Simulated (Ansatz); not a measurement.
PtSe2 (Sudovikovite):

```
CELL_PARAMETERS angstrom
3.72400 0.00000 0.00000
-1.86200 3.22508 0.00000
0.00000 0.00000 5.06200
ATOMIC_POSITIONS crystal
Pt 0.00000 0.00000 0.00000
Se 0.66667 0.33333 0.75000
Se 0.33333 0.66667 0.25000
```

Base run:

| Property | Result |
| --- | --- |
| Program | Ansatz 0.2.0 |
| Functional | LDA |
| Potentials or basis | Ansatz PAW |
| Cutoff | 420 eV (not typed: the program's choice for these potentials) |
| k mesh | 8 × 8 × 5 |
| Occupations | fermi-dirac, width 0.05 eV |
| Spin | no spin polarisation |
| Hubbard terms | Pt d U = 2 eV |

Its results: band gap on the k mesh none (metal or under the smearing width); pressure -0.4 GPa; largest force 0.248 eV/Å.

The run is repeated on the same cell with these changes: hubbard terms from Pt d U = 2 eV to Pt d U = 8 eV. What comes out?

Band gap on the k mesh none (metal or under the smearing width); pressure 0.4 GPa; largest force 0.422 eV/Å.

Caveats: U without spin polarisation on a metal has little footing; the PAW data sets come from PBE, with cores solved anew for the run's functional, which leaves a small shift of forces and pressure; the density of states is complete only up to the lowest level of the last band computed.
